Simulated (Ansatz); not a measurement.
Clamped-ion strain scan in BP

All numbers below come from DFT r2SCAN, scalar-relativistic, plane waves, PAW in Ansatz 0.2.0. The runs took a 500 eV cutoff, a Γ-centred 10×10×10 mesh and Gaussian smearing (0.05 eV). No spin polarisation. Energies are free energies at this smearing, counted from the undisturbed cell; pressure is positive in compression.

Reference structure (as given, not relaxed at this level; it stands at -0.2 GPa):

```
B P
1.0
     0.00000    2.26900    2.26900
     2.26900    0.00000    2.26900
     2.26900    2.26900    0.00000
B P
1 1
Direct
  0.00000 0.00000 0.00000
  0.75000 0.75000 0.75000
```

The cell is strained by ε times the Voigt pattern (0, 1, 0, 0, 0, 0) (xx, yy, zz, yz, xz, xy; engineering shear) with fractional coordinates fixed.

```tsv
ε	ΔE (meV/atom)	stress summed along the pattern (GPa, tension positive)	pressure (GPa)	gap on the mesh (eV)
-0.0600	48.7	-22.89	11.5	0.35
-0.0450	27.0	-16.87	8.3	0.62
-0.0300	11.7	-11.01	5.3	0.89
-0.0150	2.8	-5.34	2.5	1.16
0.0000	0.0	0.16	-0.2	1.42
0.0150	3.1	5.48	-2.6	1.32
0.0300	11.9	10.62	-4.9	1.22
0.0450	26.3	15.57	-7.0	1.13
0.0525	35.4	17.97	-8.0	1.09
0.0600	45.9	20.33	-9.0	1.04
```